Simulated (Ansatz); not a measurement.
A single-point run of Ansatz (plane waves, PAW) on HfO2 (started from an entry of an open crystallographic database), with the lines that name the functional removed. The cell was relaxed beforehand with r2SCAN.

```xyz
3
Lattice="0.0000 2.5292 2.5292 2.5292 0.0000 2.5292 2.5292 2.5292 0.0000" Properties=species:S:1:pos:R:3 pbc="T T T"
Hf    0.0000    0.0000    0.0000
O     1.2646    1.2646    1.2646
O     3.7938    3.7938    3.7938
```

```
Pseudopotential: Hf, paw_fr, valence charge 26, recommended cutoff 420 eV
Pseudopotential: O, paw_fr, valence charge 6, recommended cutoff 420 eV
Crystal: 3 atoms, lattice volume = 32.357 Å³
Basis set: ecut = 420 eV, 609 PW (Γ)
Bands: 46, of which v1, the nominal top of the filled ones, is band 38 counted from 1 (37 counted from 0)
Symmetry: 48 space group operations + 48 with time reversal
Magnetic group: BNS 225.117 (UNI 1619)
k-points: 29 of 512
preconditioner: auto → none  [insulator: Δε(μ)=3.171 eV  ℏωp=39.2 eV]
SCF converged after 8 iterations
Free energy (F): -16880.010771 eV
Fermi energy:    16.200888 eV
--- Per-component energies (eV) ---
  E_band       = 59.424688
  E_kinetic    = 773.176618
  E_local      = -5715.068835
  E_nonlocal   = -1148.619596
  E_hartree    = 2624.875759
  E_xc         = -447.846458
  E_vxc        = -455.319495
  E_paw        = -7261.254937
  E_vpaw       = 1355.500871
  E_ewald      = -5705.278326
--- Forces (eV/Å), atoms counted from 1 ---
  atom   1  Hf      0.00000      0.00000      0.00000
  atom   2  O       0.00000      0.00000      0.00000
  atom   3  O       0.00000      0.00000      0.00000
--- Stress (GPa, compression-positive) ---
        5.746075       0.000000       0.000000
        0.000000       5.746075       0.000000
        0.000000       0.000000       5.746075
  P = ⅓ Tr σ = 5.7461 GPa (57.461 kbar)
--- Band table (eV; the first three rows and the last of 29) ---
  k-point 0: bands = […, 10.7903, 10.7903, 15.4724, 15.4724, 15.6282, 15.6282, 15.6282, 15.6282, 20.1050, 20.1050, 20.1050, 20.1050, 22.0424, 22.0424, …]
  k-point 1: bands = […, 11.2040, 11.2040, 15.0859, 15.0859, 15.2637, 15.2637, 15.3408, 15.3408, 20.3729, 20.3729, 20.4139, 20.4139, 22.6463, 22.6463, …]
  k-point 2: bands = […, 12.2022, 12.2022, 14.1932, 14.1932, 14.7000, 14.7000, 14.8322, 14.8322, 20.7505, 20.7505, 20.8930, 20.8930, 23.2790, 23.2790, …]
  k-point 28: bands = […, 13.5073, 13.5073, 13.6831, 13.6831, 14.7459, 14.7459, 15.9895, 15.9895, 21.0251, 21.0251, 21.3645, 21.3645, 23.3023, 23.3023, …]
```

Levels at the listed points, from bands.tsv (eV from the Fermi energy, bands near the gap, counted from 0):
```tsv
# k_distance	band_28	band_29	band_30	band_31	band_32	band_33	band_34	band_35	band_36	band_37	band_38	band_39	band_40	band_41	band_42	band_43	band_44	band_45
# fermi_ev = 16.200888
# [0, 0, 0] at k_distance = 0.000000
# [0.5, 0, 0.5] at k_distance = 1.242138
# [0.625, 0.25, 0.625] at k_distance = 1.681300
# [0.375, 0.375, 0.75] at k_distance = 2.441951
# [0.5, 0.5, 0.5] at k_distance = 3.202601
# [0.5, 0.25, 0.75] at k_distance = 4.080925
# [0, 0.5, 0.5] at k_distance = 5.469678
# levels_relative_to = fermi_ev
0.000	-5.452	-5.452	-5.411	-5.411	-0.728	-0.728	-0.573	-0.573	-0.573	-0.573	3.904	3.904	3.904	3.904	5.842	5.842	10.416	10.416
1.242	-3.688	-3.688	-3.305	-3.305	-1.629	-1.629	-1.568	-1.568	0.000	0.000	3.807	3.807	5.490	5.490	6.771	6.771	8.111	8.111
1.681	-4.098	-4.098	-3.364	-3.364	-2.303	-2.303	-1.366	-1.366	-0.343	-0.343	4.331	4.331	5.434	5.434	7.028	7.028	7.621	7.621
2.442	-4.098	-4.098	-3.364	-3.364	-2.303	-2.303	-1.366	-1.366	-0.343	-0.343	4.331	4.331	5.434	5.434	7.028	7.028	7.621	7.621
3.203	-4.361	-4.361	-3.111	-3.111	-2.775	-2.775	-1.949	-1.949	-1.724	-1.724	4.507	4.507	4.746	4.746	7.117	7.117	9.026	9.026
4.081	-5.155	-5.155	-2.694	-2.694	-2.518	-2.518	-1.455	-1.455	-0.211	-0.211	4.824	4.824	5.164	5.164	7.101	7.101	7.257	7.257
5.470	-3.688	-3.688	-3.305	-3.305	-1.629	-1.629	-1.568	-1.568	0.000	0.000	3.807	3.807	5.490	5.490	6.771	6.771	8.111	8.111
```
In order the rows are Γ, X, U, K, L, W, X.

Task: Which functional gave these numbers?
A. PBE+SOC
B. HSE06+SOC
C. r2SCAN+SOC
D. PBE

Result: A. PBE+SOC. There is no exchange loop, so no exact exchange. The compression on the r2SCAN cell fits PBE, which tends to larger cells. Each band holds one electron and the count is doubled, so the run is non-collinear with spin-orbit coupling. With PBE+SOC the gap is 3.81 eV and direct, at X. The log narrows the family; the member has to be judged from the numbers.

Run as `ansatz run input.yaml --threads 2 --pin off --max-ram 2211MiB --backend cpu --events-out ev --progress --plain --runs-dir out`. It took 10 s on 2 threads of Arm Neoverse N1 (shared host), load about 0.9 per core; peak host memory 0.5 GiB.

No magnetic order and no zero-point or thermal motion.
